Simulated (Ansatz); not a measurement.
The system is Cs.

```
Cs
1.0
    -2.75008    2.75008    4.09724
     2.75008   -2.75008    4.09724
     2.75008    2.75008   -4.09724
Cs
1
Direct
  0.00000 0.00000 0.00000
```

This isn't the form of Cs at room conditions, which is bcc.

```yaml
Program: Ansatz 0.2.0
Task: relaxation of cell and atoms
Functional: PBEsol
Potentials_or_basis: Ansatz PAW
Cutoff: "420 eV (not typed: the program's choice for these potentials)"
k_mesh: 7 × 7 × 7
Occupations: fermi-dirac, width 0.05 eV
Spin: no spin polarisation
```

At the start: volume 123.95 Å³/atom.

Where does the relaxation end?

It ends after 8 steps and the volume is 108.77 Å³/atom (-12.2 %); space group Fm-3m (No. 225, to 0.05 Å).

The path:
```
step  energy change (eV)  largest force (eV/Å)  volume (Å³)
   1              0.0000                0.0000       123.95
   2             -0.0014                0.0000       122.95
   3             -0.0124                0.0000       109.45
   4             -0.0125                0.0000       107.91
   5             -0.0125                0.0000       108.05
   6             -0.0127                0.0000       108.81
   7             -0.0128                0.0000       108.77
   8             -0.0127                0.0000       108.77
```

Final structure:
```
Cs
1.0
    -2.67410    2.67410    3.80254
     2.67410   -2.67410    3.80254
     2.67410    2.67410   -3.80254
Cs
1
Direct
  0.00000 0.00000 0.00000
```

Caveat: the plane-wave basis is chosen anew once the cell has moved, so the energies of steps on either side of that aren't comparable; the PAW data sets come from PBE, with cores solved anew for the run's functional, which leaves a small shift of forces and pressure.
